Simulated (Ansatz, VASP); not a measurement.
# One calculation of Zr, two programs

```
CELL_PARAMETERS angstrom
5.04236 0.00000 0.00000
-2.52118 4.36682 0.00000
0.00000 0.00000 3.14918
ATOMIC_POSITIONS crystal
Zr 0.66667 0.33333 0.50000
Zr 0.33333 0.66667 0.50000
Zr 0.00000 0.00000 0.00000
```

Alike in both runs: functional PBE; k mesh 12 × 12 × 14; occupations gaussian, width 0.1 eV; no spin polarisation.

Ansatz relaxed the structure, and its values are those at the end. VASP's run is a single point on that final structure, the one shown.

```csv
,VASP,Ansatz
version,VASP 6.6.1,Ansatz 0.2.0
potentials or method,"VASP PAW PBE potentials, release 64 (Zr_sv)","scalar-relativistic, plane waves, PAW"
plane-wave cutoff (eV),520,420
valence electrons in the cell,36,36
```

```csv
,VASP,Ansatz,Ansatz less VASP
gap on the k mesh at the Fermi level (eV),none,none,-
pressure (GPa),0.0,0.0,-0.03
```

A gap of «none» marks a metal or a gap that the smearing closes.
